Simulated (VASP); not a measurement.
Si12C11 (a cell with a defect), 23 atoms in the cell. The cell holds a defect, 23 atoms: a = 9.245 Å, b = 6.163 Å, c = 6.163 Å, α = 60.00°, β = 60.00°, γ = 60.00°. 

```yaml
Program: VASP 6.6.1
Task: single point
Functional: PBEsol
Potentials_or_basis: VASP PAW PBE potentials, release 64 (Si, C)
Cutoff: 450 eV
k_mesh: 2 × 3 × 3
Occupations: gaussian, width 0.03 eV
Spin: collinear spin, ferromagnetic start
Starting_moments: "[0.25, 0.25, 0.25, 0.0, 0.25, 0.0, 0.0, 0.0, 0.0, 0.0, 0.0, 0.0, 0.0, 0.0, 0.0, 0.0, 0.0, 0.0, 0.0, 0.0, 0.0, 0.0, 0.0] μB"
Dq: 1
Further_INCAR_settings: LREAL = Auto; ALGO = All; EDIFF = 1e-05; ISYM = 0; NELECT = 91.0
```

Potentials or basis: VASP PAW PBE potentials, release 64 (Si, C).

Run with:

```bash
$ cat potpaw_PBE.64/Si/POTCAR potpaw_PBE.64/C/POTCAR > POTCAR
$ mpirun -np 1 vasp_std > vasp.out
```

Hardware: 1 thread of Intel(R) Xeon(R) 6975P-C (Granite Rapids) (shared host).

Estimate the wall time of this run.

It took 5.9 min on 1 thread of Intel(R) Xeon(R) 6975P-C (Granite Rapids), with other jobs on the host, peak memory 0.77 GiB. Counts: scf iterations 24, k points 10.
